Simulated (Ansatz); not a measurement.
GaSb:

```xyz
2
Lattice="0.0000 3.0590 3.0590 3.0590 0.0000 3.0590 3.0590 3.0590 0.0000" Properties=species:S:1:pos:R:3 pbc="T T T"
Sb    4.5885    4.5885    4.5885
Ga    0.0000    0.0000    0.0000
```

Base run:

* Program: Ansatz 0.2.0
* Functional: PBE
* Potentials or basis: all-electron LAPW, scalar-relativistic
* Cutoff: 278 eV (chosen from the basis error)
* Basis error allowed: 0.001 eV/atom
* k mesh: 8 × 8 × 8
* Occupations: fermi-dirac, width 0.05 eV
* Spin: no spin polarisation

Its results: pressure 2.3 GPa.

**Question.** After a change of settings the same cell gave: pressure 3.9 GPa. Which change was it?
A. functional from PBE to BLYP
B. functional from PBE to RPBE
C. functional from PBE to LDA
D. functional from PBE to PBEsol

**Answer.** B.

RPBE binds less tightly than PBE, so the same cell stands under more pressure.
